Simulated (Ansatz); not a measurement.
# TiAl: the cost of one run

Program: Ansatz 0.2.0. Level of theory: DFT PBEsol, scalar-relativistic, plane waves, PAW. These are calculated values, not measurements.

1 further run of the same task is left out (set aside as unsound or not needed).

## (1) Starting point

It takes space group P4/mmm (No. 123, tetragonal). The conventional cell has a = 2.795 Å, b = 2.795 Å, c = 4.039 Å, α = 90.00°, β = 90.00°, γ = 90.00°. Around Ti (site symmetry 4/mmm) lie 4 Ti at 2.80 Å and 8 Al at 2.83 Å. Al (site symmetry 4/mmm) is surrounded by 4 Al at 2.80 Å and 8 Ti at 2.83 Å.

Coordinates:

```
CELL_PARAMETERS angstrom
2.79516 0.00000 0.00000
0.00000 2.79516 0.00000
0.00000 0.00000 4.03874
ATOMIC_POSITIONS crystal
Ti 0.00000 0.00000 0.00000
Al 0.50000 0.50000 0.50000
```

It is the result of an earlier relaxation at this level (volume 15.78 Å³/atom; gap on the mesh: none (metal)).

## (2) The reference cell

The reference gives a free energy of -2999.2777 eV, pressure 0.00 GPa, largest force 0.000 eV/Å and gap on the mesh none (metal). It was computed beforehand with the settings of the runs below.

## (3) Breaking the symmetry

All atoms moved at random, sigma 0.25 Å a component. Displacements in the unstrained cell, with the mean shift removed:

| atom | ux (Å) | uy (Å) | uz (Å) |
| --- | --- | --- | --- |
| Ti1 | -0.126 | 0.076 | 0.006 |
| Al2 | 0.126 | -0.076 | -0.006 |

## (4) Single point of the disturbed structure

input.yaml

```yaml
crystal:
  lattice:
    - [2.7951585983, 0.0, 0.0]
    - [0.0, 2.7951585983, 0.0]
    - [0.0, 0.0, 4.0387404754]
  atoms:
    - { symbol: Ti, position: [-0.0451656548, 0.0273002838, 0.0013824502] }
    - { symbol: Al, position: [0.5451656548, 0.4726997162, 0.4986175498] }
basis:
  ecutwfc: 420
kpoints:
  mp_grid: { grid: [12, 12, 8] }
hamiltonian:
  xc: pbesol
scf:
  occupations: { method: gaussian, width: 0.15 }
output:
  forces: true
  stress: true
  eigenvalues: true
```

Run with:

```
> ansatz run input.yaml --threads 2 --pin off --max-ram 5120MiB --backend cpu --events-out ev --progress --plain --runs-dir out
```

What time and memory should one allow on 2 threads of Arm Neoverse V2, shared host?

About 7.7 s, with a peak of 0.54 GiB.
